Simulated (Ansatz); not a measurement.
**CoO under strain**

The calculation used DFT PBE, scalar-relativistic, plane waves, PAW (Ansatz). Settings: 420 eV cutoff, 12×12×8 k-mesh, Gaussian smearing of 0.01 eV, collinear spin.

Reference structure (relaxed):

```
Co O
1.0
     3.16739    0.00000    0.00000
    -1.58369    2.74304    0.00000
     0.00000    0.00000    5.28850
Co O
2 2
Direct
  0.00000 0.00000 0.00714
  0.33333 0.66667 0.50714
  0.00000 0.00000 0.36786
  0.33333 0.66667 0.86786
```

Deformation: all cell vectors scaled alike, the atoms relaxed, all within the symmetry that the strain leaves. Energies are extrapolated to zero smearing. Gaps are Kohn–Sham gaps over the whole zone.

| strain (%) | ΔE (meV/atom) | a (Å) | b (Å) | c (Å) | gap (eV) | moment (μB/cell) |
| --- | --- | --- | --- | --- | --- | --- |
| -3.0 | 40.9 | 3.072 | 3.072 | 5.130 | metal | 0.00 |
| -2.0 | 18.0 | 3.104 | 3.104 | 5.183 | metal | 0.00 |
| -1.0 | 4.4 | 3.136 | 3.136 | 5.236 | 0.05 | 0.00 |
| +0.0 | 0.0 | 3.167 | 3.167 | 5.288 | 0.15 | 0.00 |
| +1.0 | 4.1 | 3.199 | 3.199 | 5.341 | 0.20 | 0.00 |
| +2.0 | 15.9 | 3.231 | 3.231 | 5.394 | 0.18 | 0.00 |
| +3.0 | 34.7 | 3.262 | 3.262 | 5.447 | 0.16 | 0.00 |

(1) What stiffness (1/V) d²E/dε² at zero strain does a cubic fit over all points give?

Results:

(1) A cubic fit gives (1/V) d²E/dε² = 1171 GPa at zero strain (nine times the bulk modulus at fixed shape).

This wurtzite form isn't the usual stable structure of the compound.